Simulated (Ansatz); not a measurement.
**AgCl, response to strain**

Base system: AgCl in the rock salt structure (space group Fm-3m, No. 225; a = 5.4475 Å). Axes: x, y, z lie along the cube axes.

Strains are applied to the cell and any free atomic positions relax; under biaxial strain the out-of-plane vector relaxes too.

All numbers come from plane-wave PAW DFT at the PBEsol level (Ansatz, an electronic-structure program, 420 eV), no spin-orbit coupling.

Notes on the quantities. energy relative to the base: free energy F; pressure: mean of the normal stresses, compression positive.

| case | out-of-plane strain | energy relative to the base | pressure | shortest interatomic distance |
|---|---|---|---|---|
| base | – | 0 meV/atom | 0.00 GPa | 2.724 Å |
| biaxial strain −3.00 %, plane normal [001], relaxed out of plane | +3.96 % | +9.7 meV/atom | 1.89 GPa | 2.642 Å |
| biaxial strain −2.50 %, plane normal [001], relaxed out of plane | +3.25 % | +6.5 meV/atom | 1.49 GPa | 2.656 Å |
| biaxial strain −1.50 %, plane normal [001], relaxed out of plane | +1.90 % | +2.2 meV/atom | 0.80 GPa | 2.683 Å |
| biaxial strain −1.00 %, plane normal [001], relaxed out of plane | +1.24 % | +0.9 meV/atom | 0.50 GPa | 2.697 Å |
| biaxial strain +0.50 %, plane normal [001], relaxed out of plane | -0.59 % | +0.2 meV/atom | -0.21 GPa | 2.708 Å |
| biaxial strain +1.00 %, plane normal [001], relaxed out of plane | -1.16 % | +0.8 meV/atom | -0.41 GPa | 2.692 Å |
| biaxial strain +1.50 %, plane normal [001], relaxed out of plane | -1.71 % | +1.7 meV/atom | -0.58 GPa | 2.677 Å |
| biaxial strain +2.50 %, plane normal [001], relaxed out of plane | -2.74 % | +4.5 meV/atom | -0.87 GPa | 2.649 Å |
| biaxial strain +3.00 %, plane normal [001], relaxed out of plane | -3.22 % | +6.2 meV/atom | -1.00 GPa | 2.636 Å |

Whether these cells are dynamically stable was not tested.
